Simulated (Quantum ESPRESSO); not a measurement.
**Fixed-spin-moment curve of FeCo**

Wanted: E(M) for FeCo from a parallel start.

Program: Quantum ESPRESSO 7.5. Level of theory: PBE; plane waves with GBRV 1.5 PBE potentials, no spin-orbit coupling. Results are calculated unless marked as measured.

### 1. The structure

It takes space group Pm-3m (No. 221, cubic). The conventional cell has a = 2.857 Å, b = 2.857 Å, c = 2.857 Å, α = 90.00°, β = 90.00°, γ = 90.00°. Fe has 8 Co at 2.47 Å nearest. Co has 8 Fe at 2.47 Å nearest. Farther neighbours are not listed.

The lattice constants were typed from memory of published values and not checked against a source.

### 2. No moment imposed

pw.in reads:

```
&CONTROL
  calculation = 'scf'
  prefix = 'pwscf'
  outdir = './tmp'
  pseudo_dir = './pseudo'
  disk_io = 'nowf'
/
&SYSTEM
  ibrav = 0
  celldm(1) = 8
  nat = 2
  ntyp = 2
  ecutwfc = 40
  ecutrho = 280
  nbnd = 26
  occupations = 'smearing'
  smearing = 'fd'
  degauss = 0.00367493
  nspin = 2
  starting_magnetization(1) = 0.175
  starting_magnetization(2) = 0.1176
/
&ELECTRONS
  conv_thr = 4d-09
  electron_maxstep = 150
  mixing_beta = 0.3
/
ATOMIC_SPECIES
Fe     55.8450 fe_pbe_v1.5.uspp.F.UPF
Co     58.9332 co_pbe_v1.2.uspp.F.UPF
CELL_PARAMETERS alat
   0.6748684422570    0.0000000000000    0.0000000000000
   0.0000000000000    0.6748684422570    0.0000000000000
   0.0000000000000    0.0000000000000    0.6748684422570
ATOMIC_POSITIONS crystal
Fe      0.0000000000    0.0000000000    0.0000000000
Co      0.5000000000    0.5000000000    0.5000000000
K_POINTS automatic
14 14 14 0 0 0
```

On the command line:

```console
OMP_NUM_THREADS=1 mpirun -n 4 pw.x -nk 4 -in pw.in > pw.out
```

The log of the run:

```text
Program PWSCF v.7.5 starts

     Message from routine setup:
     using ibrav=0 with symmetry is DISCOURAGED, use correct ibrav instead

     K-points division:     npool     =       4
     Subspace diagonalization in iterative solution of the eigenvalue problem:

     G-vector sticks info
     --------------------
     sticks:   dense  smooth     PW     G-vecs:    dense   smooth      PW
     Sum         657     373    121                12533     5449    1021

     Using Slab Decomposition

     bravais-lattice index     =            0
     lattice parameter (alat)  =       8.0000  a.u.
     unit-cell volume          =     157.3719 (a.u.)^3
     number of atoms/cell      =            2
     number of atomic types    =            2
     number of electrons       =        33.00
     number of Kohn-Sham states=           26
     kinetic-energy cutoff     =      40.0000  Ry
     charge density cutoff     =     280.0000  Ry
     scf convergence threshold =      4.0E-09
     mixing beta               =       0.3000
     number of iterations used =            8  plain     mixing
     Exchange-correlation= SLA  PW   PBE  PBE
                           (   1   4   3   4   0   0   0)

     celldm(1)=   8.000000  celldm(2)=   0.000000  celldm(3)=   0.000000
     celldm(4)=   0.000000  celldm(5)=   0.000000  celldm(6)=   0.000000

     crystal axes: (cart. coord. in units of alat)
               a(1) = (   0.674868   0.000000   0.000000 )
               a(2) = (   0.000000   0.674868   0.000000 )
               a(3) = (   0.000000   0.000000   0.674868 )

     reciprocal axes: (cart. coord. in units 2 pi/alat)
               b(1) = (  1.481770  0.000000  0.000000 )
               b(2) = (  0.000000  1.481770  0.000000 )
               b(3) = (  0.000000  0.000000  1.481770 )

     PseudoPot. # 1 for Fe read from file:
     fe_pbe_v1.5.uspp.F.UPF
     Pseudo is Ultrasoft + core correction, Zval = 16.0
     Generated by new atomic code, or converted to UPF format
     Using radial grid of  861 points,  6 beta functions with:
                l(1) =   0
                l(2) =   0
                l(3) =   1
                l(4) =   1
                l(5) =   2
                l(6) =   2
     Q(r) pseudized with  8 coefficients,  rinner =    1.000   1.000   1.000
                                                       1.000   1.000

     PseudoPot. # 2 for Co read from file:
     co_pbe_v1.2.uspp.F.UPF
     Pseudo is Ultrasoft + core correction, Zval = 17.0
     Generated by new atomic code, or converted to UPF format
     Using radial grid of  863 points,  6 beta functions with:
                l(1) =   0
                l(2) =   0
                l(3) =   1
                l(4) =   1
                l(5) =   2
                l(6) =   2
     Q(r) pseudized with  8 coefficients,  rinner =    1.200   1.200   1.200
                                                       1.200   1.200

     atomic species   valence    mass     pseudopotential
     Fe               16.00    55.84500     Fe( 1.00)
     Co               17.00    58.93320     Co( 1.00)

     Starting magnetic structure
     atomic species   magnetization
     Fe              0.175
     Co              0.118

     48 Sym. Ops., with inversion, found

   Cartesian axes

     site n.     atom                  positions (alat units)
         1        Fe     tau(   1) = (   0.0000000   0.0000000   0.0000000  )
         2        Co     tau(   2) = (   0.3374342   0.3374342   0.3374342  )

     number of k points=   120  Fermi-Dirac smearing, width (Ry)=  0.0037

     Number of k-points >= 100: set verbosity='high' to print them.

     Dense  grid:    12533 G-vectors     FFT dimensions: (  30,  30,  30)

     Smooth grid:     5449 G-vectors     FFT dimensions: (  24,  24,  24)

     Check: negative core charge=   -0.000060
     Generating pointlists ...
     new r_m :   0.2411 (alat units)  1.9287 (a.u.) for type    1
     new r_m :   0.2411 (alat units)  1.9287 (a.u.) for type    2

     Initial potential from superposition of free atoms

     starting charge      31.0000, renormalised to      33.0000
     Starting wfcs are   26 randomized atomic wfcs

     Self-consistent Calculation

     iteration #  1     ecut=    40.00 Ry     beta= 0.30
     Davidson diagonalization with overlap
     ethr =  1.00E-02,  avg # of iterations =  3.5

     total energy              =    -540.68854852 Ry
     estimated scf accuracy    <      24.45148977 Ry

     total magnetization       =     1.34 Bohr mag/cell
     absolute magnetization    =     1.37 Bohr mag/cell

     iteration #  2     ecut=    40.00 Ry     beta= 0.30
     Davidson diagonalization with overlap
     ethr =  1.00E-02,  avg # of iterations =  2.9

     total energy              =    -547.35711019 Ry
     estimated scf accuracy    <      37.21112372 Ry

     total magnetization       =     0.68 Bohr mag/cell
     absolute magnetization    =     0.69 Bohr mag/cell

     iteration #  3     ecut=    40.00 Ry     beta= 0.30
     Davidson diagonalization with overlap
     ethr =  1.00E-02,  avg # of iterations =  2.1

     total energy              =    -547.85821577 Ry
     estimated scf accuracy    <       5.35390647 Ry

     total magnetization       =     3.17 Bohr mag/cell
     absolute magnetization    =     3.18 Bohr mag/cell

     [... further iterations left out ...]

     iteration # 24     ecut=    40.00 Ry     beta= 0.30
     Davidson diagonalization with overlap
     ethr =  5.21E-08,  avg # of iterations =  1.0

     total energy              =    -548.84665881 Ry
     estimated scf accuracy    <       0.00000234 Ry

     total magnetization       =     4.58 Bohr mag/cell
     absolute magnetization    =     4.88 Bohr mag/cell

     iteration # 25     ecut=    40.00 Ry     beta= 0.30
     Davidson diagonalization with overlap
     ethr =  7.10E-09,  avg # of iterations =  1.0

     total energy              =    -548.84665896 Ry
     estimated scf accuracy    <       0.00000002 Ry

     total magnetization       =     4.58 Bohr mag/cell
     absolute magnetization    =     4.88 Bohr mag/cell

     iteration # 26     ecut=    40.00 Ry     beta= 0.30
     Davidson diagonalization with overlap
     ethr =  6.94E-11,  avg # of iterations =  1.9

     total energy              =    -548.84665897 Ry
     estimated scf accuracy    <          6.3E-09 Ry

     total magnetization       =     4.58 Bohr mag/cell
     absolute magnetization    =     4.88 Bohr mag/cell

     iteration # 27     ecut=    40.00 Ry     beta= 0.30
     Davidson diagonalization with overlap
     ethr =  1.90E-11,  avg # of iterations =  2.0

     Magnetic moment per site  (integrated on atomic sphere of radius R)
     atom   1 (R=0.241)  charge= 14.3498  magn=  2.8389
     atom   2 (R=0.241)  charge= 15.5374  magn=  1.8620

     End of self-consistent calculation

     Number of k-points >= 100: set verbosity='high' to print the bands.

     the Fermi energy is    17.8629 ev

!    total energy              =    -548.84665898 Ry
     estimated scf accuracy    <          1.9E-09 Ry
     smearing contrib. (-TS)   =      -0.00080619 Ry
     internal energy E=F+TS    =    -548.84585279 Ry

     The total energy is F=E-TS. E is the sum of the following terms:
     one-electron contribution =    -278.19868830 Ry
     hartree contribution      =     158.48496849 Ry
     xc contribution           =     -61.91606354 Ry
     ewald contribution        =    -367.21606944 Ry

     total magnetization       =     4.58 Bohr mag/cell
     absolute magnetization    =     4.88 Bohr mag/cell

     convergence has been achieved in  27 iterations

=------------------------------------------------------------------------------=
   JOB DONE.
=------------------------------------------------------------------------------=
```

Run time: 48 s. Hardware: 4 MPI ranks of Intel Xeon at 2.70GHz, shared host; peak memory 0.34 GiB.

Spin moment in the atom's sphere by atom:

```csv
atom,spin moment in the atom's sphere (μB)
Fe1,2.84
Co2,1.86
```

This step gave:

```yaml
smearing_term_ts: 0.01097 eV
magnetization: 4.579 μB
absolute_magnetization: 4.876 μB
final_state: ferromagnetic
```

### 3. Moment fixed at 0 μB

The two spin channels are filled to separate Fermi energies, so that the total moment meets the target. Half of the up one less the down one is the slope dE/dM.

pw.in: that of step 2 with these lines changed.

```diff
@@ -14,3 +14,3 @@
   ecutrho = 280
-  nbnd = 26
+  nbnd = 27
   occupations = 'smearing'
@@ -19,4 +19,5 @@
   nspin = 2
-  starting_magnetization(1) = 0.175
-  starting_magnetization(2) = 0.1176
+  starting_magnetization(1) = 0.0088
+  starting_magnetization(2) = 0.0059
+  tot_magnetization = 0
 /
```

The log of the run:

```text
     [... lines left out ...]
Program PWSCF v.7.5 starts
     [... lines left out ...]
     number of atoms/cell      =            2
     [... lines left out ...]
     number of electrons       =        33.00 (up:  16.50, down:  16.50)
     number of Kohn-Sham states=           27
     kinetic-energy cutoff     =      40.0000  Ry
     charge density cutoff     =     280.0000  Ry
     scf convergence threshold =      4.0E-09
     [... lines left out ...]
     48 Sym. Ops., with inversion, found
     [... lines left out ...]
     number of k points=   120  Fermi-Dirac smearing, width (Ry)=  0.0037
     [... lines left out ...]
     iteration # 21     ecut=    40.00 Ry     beta= 0.30
     [... lines left out ...]
     Magnetic moment per site  (integrated on atomic sphere of radius R)
     atom   1 (R=0.241)  charge= 14.3784  magn=  0.0000
     atom   2 (R=0.241)  charge= 15.5398  magn= -0.0000
     [... lines left out ...]
     the spin up/dw Fermi energies are    17.1892   17.1892 ev
!    total energy              =    -548.75003427 Ry
     estimated scf accuracy    <          5.9E-11 Ry
     smearing contrib. (-TS)   =      -0.00510640 Ry
     [... lines left out ...]
     total magnetization       =     0.00 Bohr mag/cell
     absolute magnetization    =     0.00 Bohr mag/cell
     convergence has been achieved in  21 iterations
```

Elapsed: 49 s, on 4 MPI ranks; peak memory 0.34 GiB.

Numbers from this step:

```
magnetization                                 : 0 μB
absolute magnetization                        : 0 μB
half the difference of the two Fermi energies : 0 meV
largest moment                                : 0 μB
```

### 4. Moment fixed at 0.562 μB

pw.in: that of step 3 with these lines changed.

```diff
@@ -19,5 +19,5 @@
   nspin = 2
-  starting_magnetization(1) = 0.0088
-  starting_magnetization(2) = 0.0059
-  tot_magnetization = 0
+  starting_magnetization(1) = 0.0205
+  starting_magnetization(2) = 0.0138
+  tot_magnetization = 0.562
 /
```

The log of the run:

```text
     [... lines left out ...]
Program PWSCF v.7.5 starts
     [... lines left out ...]
     number of atoms/cell      =            2
     [... lines left out ...]
     number of electrons       =        33.00 (up:  16.78, down:  16.22)
     number of Kohn-Sham states=           27
     kinetic-energy cutoff     =      40.0000  Ry
     charge density cutoff     =     280.0000  Ry
     scf convergence threshold =      4.0E-09
     [... lines left out ...]
     48 Sym. Ops., with inversion, found
     [... lines left out ...]
     number of k points=   120  Fermi-Dirac smearing, width (Ry)=  0.0037
     [... lines left out ...]
     iteration # 31     ecut=    40.00 Ry     beta= 0.30
     [... lines left out ...]
     Magnetic moment per site  (integrated on atomic sphere of radius R)
     atom   1 (R=0.241)  charge= 14.3784  magn=  0.4283
     atom   2 (R=0.241)  charge= 15.5405  magn=  0.1714
     [... lines left out ...]
     the spin up/dw Fermi energies are    17.0716   17.3223 ev
!    total energy              =    -548.75265653 Ry
     estimated scf accuracy    <          1.4E-09 Ry
     smearing contrib. (-TS)   =      -0.00473797 Ry
     [... lines left out ...]
     total magnetization       =     0.56 Bohr mag/cell
     absolute magnetization    =     0.66 Bohr mag/cell
     convergence has been achieved in  31 iterations
```

The job ended after 64 s (4 MPI ranks; peak memory 0.34 GiB; 4.2 min of CPU time).

Spin moment in the atom's sphere by atom:

```csv
atom,spin moment in the atom's sphere (μB)
Fe1,0.428
Co2,0.171
```

This step gave:

- magnetization: 0.562 μB
- absolute magnetization: 0.659 μB
- half the difference of the two Fermi energies: -125.3 meV

### 5. Moment fixed at 1.124 μB

pw.in: that of step 4 with these lines changed.

```diff
@@ -19,5 +19,5 @@
   nspin = 2
-  starting_magnetization(1) = 0.0205
-  starting_magnetization(2) = 0.0138
-  tot_magnetization = 0.562
+  starting_magnetization(1) = 0.041
+  starting_magnetization(2) = 0.0275
+  tot_magnetization = 1.124
 /
```

The log of the run:

```text
     [... lines left out ...]
Program PWSCF v.7.5 starts
     [... lines left out ...]
     number of atoms/cell      =            2
     [... lines left out ...]
     number of electrons       =        33.00 (up:  17.06, down:  15.94)
     number of Kohn-Sham states=           27
     kinetic-energy cutoff     =      40.0000  Ry
     charge density cutoff     =     280.0000  Ry
     scf convergence threshold =      4.0E-09
     [... lines left out ...]
     48 Sym. Ops., with inversion, found
     [... lines left out ...]
     number of k points=   120  Fermi-Dirac smearing, width (Ry)=  0.0037
     [... lines left out ...]
     iteration # 26     ecut=    40.00 Ry     beta= 0.30
     [... lines left out ...]
     Magnetic moment per site  (integrated on atomic sphere of radius R)
     atom   1 (R=0.241)  charge= 14.3792  magn=  0.7684
     atom   2 (R=0.241)  charge= 15.5402  magn=  0.4285
     [... lines left out ...]
     the spin up/dw Fermi energies are    16.9819   17.4455 ev
!    total energy              =    -548.76012606 Ry
     estimated scf accuracy    <          7.2E-10 Ry
     smearing contrib. (-TS)   =      -0.00413856 Ry
     [... lines left out ...]
     total magnetization       =     1.12 Bohr mag/cell
     absolute magnetization    =     1.30 Bohr mag/cell
     convergence has been achieved in  26 iterations
```

Run time: 49 s. Hardware: 4 MPI ranks; peak memory 0.34 GiB; 3.2 min of CPU time.

Read from the output:

* magnetization: 1.124 μB
* absolute magnetization: 1.301 μB
* half the difference of the two Fermi energies: -231.8 meV
* largest moment: 0.7684 μB

### 6. Moment fixed at 1.686 μB

pw.in: that of step 5 with these lines changed.

```diff
@@ -14,3 +14,3 @@
   ecutrho = 280
-  nbnd = 27
+  nbnd = 28
   occupations = 'smearing'
@@ -19,5 +19,5 @@
   nspin = 2
-  starting_magnetization(1) = 0.041
-  starting_magnetization(2) = 0.0275
-  tot_magnetization = 1.124
+  starting_magnetization(1) = 0.0615
+  starting_magnetization(2) = 0.0413
+  tot_magnetization = 1.686
 /
```

The log of the run:

```text
     [... lines left out ...]
Program PWSCF v.7.5 starts
     [... lines left out ...]
     number of atoms/cell      =            2
     [... lines left out ...]
     number of electrons       =        33.00 (up:  17.34, down:  15.66)
     number of Kohn-Sham states=           28
     kinetic-energy cutoff     =      40.0000  Ry
     charge density cutoff     =     280.0000  Ry
     scf convergence threshold =      4.0E-09
     [... lines left out ...]
     48 Sym. Ops., with inversion, found
     [... lines left out ...]
     number of k points=   120  Fermi-Dirac smearing, width (Ry)=  0.0037
     [... lines left out ...]
     iteration #150     ecut=    40.00 Ry     beta= 0.30
     [... lines left out ...]
     estimated scf accuracy    <       0.00000127 Ry
     total magnetization       =     1.69 Bohr mag/cell
     absolute magnetization    =     1.92 Bohr mag/cell
     [... lines left out ...]
     convergence NOT achieved after 150 iterations: stopping
[key lines of the parts left out:]
total energy              =    -548.77126193 Ry
```

It took 6.4 min on 4 MPI ranks; peak memory 0.34 GiB.

Residual by cycle:

cycle, log10 residual and a bar from the least value:
```
        1        2.5 ##############################
       15       -3.2 #######
       28       -5.0 
       42       -3.9 ####
       55       -4.9 
       69       -4.4 ##
       82       -3.5 ######
       96       -4.2 ###
      109       -4.4 ###
      123       -4.7 #
      136       -4.6 ##
      150       -4.8 #
```

The run stopped without converging, so none of its numbers is a property of the system.

After 150 cycles the residual stands at 1.7e-5, against 6.4e-4 at cycle 76 and a least value of 4.8e-6. The cap of 150 cycles in the input ended the loop.

### 7. All moments

The runs not shown differ in the target, the start and the number of states alone. The point at 4.58 μB is the free run, entered with slope zero.

Energy over the lowest against total spin moment:

```csv
total spin moment (μB a cell),energy over the lowest (meV a cell)
0.00,1315
0.56,1279
1.12,1177
2.25,840
2.81,635
3.37,408
3.93,171
4.50,4.95
4.58,0
5.06,126
5.62,642
6.18,1523
```

The dE/dM by total spin moment:

```csv
total spin moment (μB a cell),dE/dM (meV/μB)
0.00,-0.00325
0.56,-125
1.12,-232
2.25,-345
2.81,-385
3.37,-418
3.93,-415
4.50,-118
4.58,0
5.06,610
5.62,1227
6.18,1934
```

Largest site moment against total spin moment:

```csv
total spin moment (μB a cell),largest site moment (μB)
0.00,1.7e-5
0.56,0.428
1.12,0.768
2.25,1.54
2.81,1.82
3.37,2.16
3.93,2.49
4.50,2.80
4.58,2.84
5.06,3.05
5.62,3.24
6.18,3.43
```

### 8. Outcome

```yaml
moment_of_the_free_run: 4.58 μB a cell
energy_at_zero_total_moment: 1315 meV a cell over the lowest
delta_e_delta_m2_from_the_lowest_point_to_5p06_and_to_3p93_mu_b: 549 and 410 meV/μB²
```

**Reading.** At zero total moment the site moments vanish, so the 1315 meV a cell is the energy of forming them. The points show one minimum alone. No converged point was had at 1.686 μB. All runs start parallel; opposed orders may lie lower.

[Logs and program files are shortened in this print: banners, set-up blocks, solver, clock and traceback lines can be left out without a mark of their own.]

[Logs are printed without paths, hosts, clocks, repeated set-up lines and the standing remarks that a program may print on its own settings, such as how far it seeks lower states.]

[Hosts, paths, dates, database ids (printed as entryN), source tags and the programs' standing remarks are cut or masked in the printed files.]

[Where a cell is said to come from a database of computed structures, the database is the Materials Project.]
